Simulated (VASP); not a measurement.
# Al2O3 (Pnnm) in VASP: notebook, part 2 of 3

VASP 6.6.1. The steps go on from the part before.

## Step 4: Density of states, PBE

Input file POSCAR:

```
Al2O3
1.0
    4.6137770000      0.0000000000      0.0000000000
    0.0000000000      9.5632790000      0.0000000000
    0.0000000000      0.0000000000      3.1198620000
Al O
4 6
Direct
    0.9829750000      0.8245730000      0.0000000000
    0.0170250000      0.1754270000      0.0000000000
    0.4829750000      0.6754270000      0.5000000000
    0.5170250000      0.3245730000      0.5000000000
    0.5000000000      0.5000000000      0.5000000000
    0.1236350000      0.7530500000      0.5000000000
    0.3763650000      0.2530500000      0.0000000000
    0.6236350000      0.7469500000      0.0000000000
    0.0000000000      0.0000000000      0.0000000000
    0.8763650000      0.2469500000      0.5000000000
```

Input file INCAR.step1:

```
  ALGO = Fast
  EDIFF = 1E-7
  ENCUT = 520
  GGA = PE
  ISIF = 2
  ISMEAR = 0
  LASPH = True
  LCHARG = True
  LREAL = False
  LWAVE = False
  NBANDS = 35
  NELM = 100
  PREC = Accurate
  SIGMA = 0.02
```

Input file KPOINTS.step1:

```
k-points
0
Gamma
  5 3 7
```

Input file INCAR.step2:

```
  ALGO = Fast
  EDIFF = 1E-7
  ENCUT = 520
  GGA = PE
  ICHARG = 11
  ISIF = 2
  ISMEAR = -5
  LASPH = True
  LCHARG = False
  LORBIT = 11
  LREAL = False
  LWAVE = False
  NBANDS = 35
  NEDOS = 1001
  NELM = 100
  PREC = Accurate
  SIGMA = 0.02
```

Input file KPOINTS.step2:

```
k-points
0
Gamma
  8 5 11
```

Potentials or basis: VASP PAW PBE potentials, release 64 (Al, O).

Command:

```
$ cat potpaw_PBE.64/Al/POTCAR potpaw_PBE.64/O/POTCAR > POTCAR
$ cp INCAR.step1 INCAR
$ cp KPOINTS.step1 KPOINTS
$ mpirun -np 1 vasp_std > vasp.out
$ cp INCAR.step2 INCAR
$ cp KPOINTS.step2 KPOINTS
$ mpirun -np 1 vasp_std > vasp.out
```

OUTCAR:

```text
EDIFF = 1E-7
   ENCUT = 520
   GGA = PE
   ICHARG = 11
   ISIF = 2
   ISMEAR = -5
   LASPH = True
   LORBIT = 11
   LREAL = False
   NELM = 100
   PREC = Accurate

 ion  position               nearest neighbor table
   1  0.983  0.825  0.000-   9 1.68   8 1.82   6 1.82   6 1.82   3 3.13   3 3.13   3 3.13   3 3.13
                             2 3.36
   2  0.017  0.175  0.000-   9 1.68   7 1.82  10 1.82  10 1.82   4 3.13   4 3.13   4 3.13   4 3.13
                             1 3.36
   3  0.483  0.675  0.500-   5 1.68   6 1.82   8 1.82   8 1.82   1 3.13   1 3.13   1 3.13   1 3.13
                             4 3.36
[... 1156 lines left out ...]
 POSITION                                       TOTAL-FORCE (eV/Angst)
 -----------------------------------------------------------------------------------
      4.53523      7.88562      0.00000        -0.054305     -0.053075     -0.000000
      0.07855      1.67766      0.00000         0.054305      0.053075      0.000000
      2.22834      6.45930      1.55993        -0.054305      0.053075     -0.000000
      2.38544      3.10398      1.55993         0.054305     -0.053075      0.000000
      2.30689      4.78164      1.55993        -0.000000      0.000000      0.000000
      0.57042      7.20163      1.55993         0.156895     -0.108254      0.000000
      1.73646      2.41999      0.00000        -0.156895     -0.108254      0.000000
      2.87731      7.14329      0.00000         0.156895      0.108254      0.000000
      0.00000      0.00000      0.00000        -0.000000      0.000000      0.000000
      4.04335      2.36165      1.55993        -0.156895      0.108254      0.000000
 -----------------------------------------------------------------------------------
    total drift:                                0.000000     -0.000000     -0.000000

  FREE ENERGIE OF THE ION-ELECTRON SYSTEM (eV)
  ---------------------------------------------------
  free  energy   TOTEN  =       -73.8532841631 eV

  energy  without entropy=      -73.8532841631  energy(sigma->0) =      -73.85328416

 total charge

# of ion       s       p       d       tot
------------------------------------------
    1        0.342   0.434   0.000   0.776
    2        0.342   0.434   0.000   0.776
    3        0.342   0.434   0.000   0.776
    4        0.342   0.434   0.000   0.776
    5        1.547   3.627   0.000   5.174
    6        1.543   3.626   0.000   5.169
    7        1.543   3.626   0.000   5.169
    8        1.543   3.626   0.000   5.169
    9        1.547   3.627   0.000   5.174
   10        1.543   3.626   0.000   5.169
--------------------------------------------------
tot         10.635  23.493   0.000  34.128
```

OSZICAR.step1:

```text
N       E                     dE             d eps       ncg     rms          rms(c)
DAV:   1     0.245874556080E+03    0.24587E+03   -0.23016E+04  1680   0.123E+03
DAV:   2    -0.654154656115E+02   -0.31129E+03   -0.29568E+03  2219   0.270E+02
DAV:   3    -0.855467282808E+02   -0.20131E+02   -0.20015E+02  2101   0.729E+01
DAV:   4    -0.857725571713E+02   -0.22583E+00   -0.22562E+00  2021   0.873E+00
DAV:   5    -0.857760803085E+02   -0.35231E-02   -0.35223E-02  2068   0.109E+00    0.203E+01
RMM:   6    -0.737075720496E+02    0.12069E+02   -0.40990E+01  1794   0.291E+01    0.614E+00
RMM:   7    -0.738492782061E+02   -0.14171E+00   -0.28927E+00  2064   0.686E+00    0.415E+00
RMM:   8    -0.738414630932E+02    0.78151E-02   -0.43904E-01  1970   0.427E+00    0.648E-01
RMM:   9    -0.738445668432E+02   -0.31037E-02   -0.91096E-02  2139   0.134E+00    0.362E-01
RMM:  10    -0.738543075999E+02   -0.97408E-02   -0.62908E-02  1968   0.111E+00    0.387E-01
RMM:  11    -0.738538876172E+02    0.41998E-03   -0.68586E-03  2020   0.349E-01    0.221E-01
RMM:  12    -0.738531401600E+02    0.74746E-03   -0.38194E-03  2126   0.326E-01    0.240E-02
RMM:  13    -0.738531914839E+02   -0.51324E-04   -0.28739E-04  2135   0.936E-02    0.127E-02
RMM:  14    -0.738532078629E+02   -0.16379E-04   -0.74999E-05  2100   0.412E-02    0.762E-03
RMM:  15    -0.738532091327E+02   -0.12698E-05   -0.14749E-05  2222   0.169E-02    0.374E-03
RMM:  16    -0.738532093421E+02   -0.20940E-06   -0.21338E-06  2129   0.709E-03    0.337E-03
RMM:  17    -0.738532092699E+02    0.72216E-07   -0.90688E-07  2052   0.457E-03
   1 F= -.73853209E+02 E0= -.73853209E+02  d E =-.236001E-20
```

Run time: 5.1 min. Hardware: 1 thread of Intel Xeon Platinum 8488C (Sapphire Rapids), shared host; peak memory 0.43 GiB.

What came out:

```yaml
Valence_electrons_inside_the_program's_atomic_spheres: Al 0.78; O 5.17
```

States per cell in windows of 1 eV (zero at the valence-band top; states under -8 eV left out):
```tsv
from (eV)	total	O6_p	O7_p	O8_p	O10_p	O5_p	O9_p
-8.0	0.00	0.00	0.00	0.00	0.00	0.00	0.00
-7.0	3.41	0.37	0.37	0.37	0.37	0.08	0.08
-6.0	3.26	0.37	0.37	0.37	0.37	0.08	0.08
-5.0	5.35	0.63	0.63	0.63	0.63	0.26	0.26
-4.0	8.59	1.06	1.06	1.06	1.06	0.56	0.56
-3.0	6.10	0.77	0.77	0.77	0.77	0.42	0.42
-2.0	3.05	0.30	0.30	0.30	0.30	0.40	0.40
-1.0	6.72	0.17	0.17	0.17	0.17	1.88	1.88
0.0	0.00	0.00	0.00	0.00	0.00	0.00	0.00
1.0	0.00	0.00	0.00	0.00	0.00	0.00	0.00
2.0	0.00	0.00	0.00	0.00	0.00	0.00	0.00
3.0	0.05	0.00	0.00	0.00	0.00	0.00	0.00
4.0	0.45	0.01	0.01	0.01	0.01	0.01	0.01
5.0	1.01	0.02	0.02	0.02	0.02	0.03	0.03
6.0	2.39	0.06	0.06	0.06	0.06	0.05	0.05
7.0	3.72	0.10	0.10	0.10	0.10	0.07	0.07
```

## Step 5: Electric field gradients, PBE

Input file INCAR:

```
ALGO = Normal ; EDIFF = 1E-8
ENCUT = 520 ; GGA = PE
ISIF = 2 ; ISMEAR = 0
LASPH = T ; LCHARG = F
LEFG = T ; LREAL = F
LWAVE = F ; NELM = 100
PREC = Accurate ; SIGMA = 0.02
```

Input file KPOINTS:

```
k-points
0
Gamma
  5 3 7
```

POSCAR is that of step 4.

Potentials or basis: VASP PAW PBE potentials, release 64 (Al, O).

Command:

```
$ cat potpaw_PBE.64/Al/POTCAR potpaw_PBE.64/O/POTCAR > POTCAR
$ mpirun -np 1 vasp_std > vasp.out
```

OUTCAR:

```text
EDIFF = 1E-8
   ENCUT = 520
   GGA = PE
   ISIF = 2
   ISMEAR = 0
   LASPH = T
   LREAL = F
   NELM = 100
   PREC = Accurate

 ion  position               nearest neighbor table
   1  0.983  0.825  0.000-   9 1.68   8 1.82   6 1.82   6 1.82   3 3.13   3 3.13   3 3.13   3 3.13
                             2 3.36
   2  0.017  0.175  0.000-   9 1.68   7 1.82  10 1.82  10 1.82   4 3.13   4 3.13   4 3.13   4 3.13
                             1 3.36
   3  0.483  0.675  0.500-   5 1.68   6 1.82   8 1.82   8 1.82   1 3.13   1 3.13   1 3.13   1 3.13
                             4 3.36
   4  0.517  0.325  0.500-   5 1.68  10 1.82   7 1.82   7 1.82   2 3.13   2 3.13   2 3.13   2 3.13
                             3 3.36
   5  0.500  0.500  0.500-   3 1.68   4 1.68
   6  0.124  0.753  0.500-   3 1.82   1 1.82   1 1.82
   7  0.376  0.253  0.000-   2 1.82   4 1.82   4 1.82
   8  0.624  0.747  0.000-   1 1.82   3 1.82   3 1.82
   9  0.000  0.000  0.000-   1 1.68   2 1.68
  10  0.876  0.247  0.500-   4 1.82   2 1.82   2 1.82

  LATTYP: Found a simple orthorhombic cell.
 ALAT       =     3.1198620000
 B/A-ratio  =     1.4788400897
 C/A-ratio  =     3.0652891057

  Lattice vectors:

 A1 = (   0.0000000000,   0.0000000000,   3.1198620000)
 A2 = (   4.6137770000,   0.0000000000,   0.0000000000)
 A3 = (   0.0000000000,   9.5632790000,   0.0000000000)

Analysis of symmetry for initial positions (statically):
=====================================================================
 Subroutine PRICEL returns:
 Original cell was already a primitive cell.

 Routine SETGRP: Setting up the symmetry group for a
 simple orthorhombic supercell.

 Subroutine GETGRP returns: Found  8 space group operations
 (whereof  4 operations were pure point group operations)
 out of a pool of  8 trial point group operations.

The static configuration has the point symmetry C_2h.
 The point group associated with its full space group is D_2h.

[... 998 lines left out ...]
      4.53523      7.88562      0.00000        -0.054305     -0.053032      0.000000
      0.07855      1.67766      0.00000         0.054305      0.053032     -0.000000
      2.22834      6.45930      1.55993        -0.054305      0.053032     -0.000000
      2.38544      3.10398      1.55993         0.054305     -0.053032      0.000000
      2.30689      4.78164      1.55993        -0.000000      0.000000      0.000000
      0.57042      7.20163      1.55993         0.156903     -0.108164      0.000000
      1.73646      2.41999      0.00000        -0.156903     -0.108164     -0.000000
      2.87731      7.14329      0.00000         0.156903      0.108164      0.000000
      0.00000      0.00000      0.00000        -0.000000      0.000000      0.000000
      4.04335      2.36165      1.55993        -0.156903      0.108164      0.000000
 -----------------------------------------------------------------------------------
    total drift:                                0.000000     -0.000000     -0.000000

  FREE ENERGIE OF THE ION-ELECTRON SYSTEM (eV)
  ---------------------------------------------------
  free  energy   TOTEN  =       -73.8532092890 eV

  energy  without entropy=      -73.8532092890  energy(sigma->0) =      -73.85320929

 Electric field gradients (V/A^2)
---------------------------------------------------------------------
 ion       V_xx      V_yy      V_zz      V_xy      V_xz      V_yz
---------------------------------------------------------------------
   1      25.643   -32.620     6.977   -11.336     0.000     0.000
   2      25.643   -32.620     6.977   -11.336     0.000    -0.000
   3      25.643   -32.620     6.977    11.336     0.000     0.000
   4      25.643   -32.620     6.977    11.336    -0.000    -0.000
   5     -14.707    48.990   -34.283    -6.417    -0.000    -0.000
   6       0.158   -38.786    38.628   -37.569     0.000     0.000
   7       0.158   -38.786    38.628    37.569    -0.000    -0.000
   8       0.158   -38.786    38.628    37.569     0.000     0.000
   9     -14.707    48.990   -34.283     6.417     0.000    -0.000
  10       0.158   -38.786    38.628   -37.569    -0.000    -0.000
---------------------------------------------------------------------

 Electric field gradients after diagonalization (V/A^2)
 (convention: |V_zz| > |V_xx| > |V_yy|)
----------------------------------------------------------------------
 ion       V_xx      V_yy      V_zz     asymmetry (V_yy - V_xx)/ V_zz
----------------------------------------------------------------------
   1      27.771     6.977   -34.748       0.598
   2      27.771     6.977   -34.748       0.598
   3      27.771     6.977   -34.748       0.598
   4      27.771     6.977   -34.748       0.598
   5     -34.283   -15.347    49.630       0.382
   6      38.628    23.002   -61.629       0.254
   7      38.628    23.002   -61.629       0.254
   8      38.628    23.002   -61.629       0.254
   9     -34.283   -15.347    49.630       0.382
  10      38.628    23.002   -61.629       0.254
----------------------------------------------------------------------

           NMR quadrupolar parameters

 Cq : quadrupolar parameter    Cq=e*Q*V_zz/h
 eta: asymmetry parameters     (V_yy - V_xx)/ V_zz
 Q  : nuclear electric quadrupole moment in mb (millibarn)
----------------------------------------------------------------------
 ion       Cq(MHz)       eta       Q (mb)
----------------------------------------------------------------------
   1      -0.084       0.598       1.000
   2      -0.084       0.598       1.000
   3      -0.084       0.598       1.000
   4      -0.084       0.598       1.000
   5       0.120       0.382       1.000
   6      -0.149       0.254       1.000
   7      -0.149       0.254       1.000
   8      -0.149       0.254       1.000
   9       0.120       0.382       1.000
  10      -0.149       0.254       1.000
----------------------------------------------------------------------
```

OSZICAR:

```text
N       E                     dE             d eps       ncg     rms          rms(c)
DAV:   1     0.290141957807E+03    0.29014E+03   -0.23482E+04  1440   0.143E+03
DAV:   2    -0.611972511104E+02   -0.35134E+03   -0.33906E+03  1954   0.307E+02
DAV:   3    -0.854385332180E+02   -0.24241E+02   -0.24133E+02  1722   0.905E+01
DAV:   4    -0.857695242496E+02   -0.33099E+00   -0.33054E+00  1704   0.117E+01
DAV:   5    -0.857759654955E+02   -0.64412E-02   -0.64399E-02  1668   0.161E+00    0.203E+01
DAV:   6    -0.739023117345E+02    0.11874E+02   -0.55412E+01  1632   0.402E+01    0.727E+00
DAV:   7    -0.738673358089E+02    0.34976E-01   -0.10517E+00  1586   0.623E+00    0.391E+00
DAV:   8    -0.738340448629E+02    0.33291E-01   -0.11574E-01  1674   0.280E+00    0.110E+00
DAV:   9    -0.738468624816E+02   -0.12818E-01   -0.34201E-02  1622   0.151E+00    0.271E-01
DAV:  10    -0.738513693615E+02   -0.45069E-02   -0.62397E-03  1674   0.458E-01    0.192E-01
DAV:  11    -0.738532275983E+02   -0.18582E-02   -0.38402E-03  1586   0.424E-01    0.943E-02
DAV:  12    -0.738531721675E+02    0.55431E-04   -0.13169E-03  1730   0.228E-01    0.250E-02
DAV:  13    -0.738531976114E+02   -0.25444E-04   -0.16831E-04  1626   0.806E-02    0.107E-02
DAV:  14    -0.738532092271E+02   -0.11616E-04   -0.19850E-05  1542   0.296E-02    0.420E-03
DAV:  15    -0.738532091948E+02    0.32320E-07   -0.19279E-06  1728   0.819E-03    0.115E-03
DAV:  16    -0.738532092877E+02   -0.92916E-07   -0.23003E-07  1590   0.335E-03    0.673E-04
DAV:  17    -0.738532092890E+02   -0.12906E-08   -0.75100E-08  1716   0.159E-03
   1 F= -.73853209E+02 E0= -.73853209E+02  d E =-.345694E-25
```

Wall time 80 s (1 thread of Intel Xeon Platinum 8488C (Sapphire Rapids), shared host); peak memory 0.26 GiB.

Results:

* Free energy: -73.8532 eV
* Pressure: -0.1 GPa
* Largest force: 0.191 eV/Å
* Band gap on the k mesh: 3.51 eV, direct

Forces in eV/Å, atoms in the order of the input:
```
Al  -0.054 -0.053  0.000
Al   0.054  0.053  0.000
Al  -0.054  0.053  0.000
Al   0.054 -0.053  0.000
O    0.000  0.000  0.000
O    0.157 -0.108  0.000
O   -0.157 -0.108  0.000
O    0.157  0.108  0.000
O    0.000  0.000  0.000
O   -0.157  0.108  0.000
```

Stress tensor (GPa, compression positive):
```
 1.15  0.00  0.00
 0.00  1.81  0.00
 0.00  0.00 -3.13
```

Electric field gradients, principal values (V/Å²):
| atom | Vxx | Vyy | Vzz |
| --- | --- | --- | --- |
| 1 Al | 6.977 | 27.771 | -34.748 |
| 2 Al | 6.977 | 27.771 | -34.748 |
| 3 Al | 6.977 | 27.771 | -34.748 |
| 4 Al | 6.977 | 27.771 | -34.748 |
| 5 O | -15.347 | -34.283 | 49.630 |
| 6 O | 23.002 | 38.628 | -61.629 |
| 7 O | 23.002 | 38.628 | -61.629 |
| 8 O | 23.002 | 38.628 | -61.629 |
| 9 O | -15.347 | -34.283 | 49.630 |
| 10 O | 23.002 | 38.628 | -61.629 |

Caveat: an odd mesh through Γ misses points on the zone boundary, where band edges often lie.

(Part 2 of 3 ends here.)
